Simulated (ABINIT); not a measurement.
Crystal: MgSi.

```
Si Mg
1.0
     2.90839    0.00000    0.00000
     0.00000    2.90839    0.00000
     0.00000    0.00000    4.10343
Si Mg
1 1
Direct
  0.50000 0.50000 0.50000
  0.00000 0.00000 0.00000
```

The cell comes from a database or a generator and needn't be the stable form of this composition.

Base run:

```yaml
Program: ABINIT 10.8.3 (patched build)
Functional: LDA
Potentials_or_basis: PseudoDojo NC SR LDA v0.4.1 standard
Cutoff: 1088 eV
k_mesh: 7 × 7 × 5
Occupations: fermi-dirac, width 0.05 eV
Spin: no spin polarisation
```

Its results: pressure -3.9 GPa.

**Question.** The run is repeated on the same cell with these changes: k mesh from 7 × 7 × 5 to 10 × 10 × 8, shifted. What comes out?

**Answer.** Pressure -3.5 GPa.
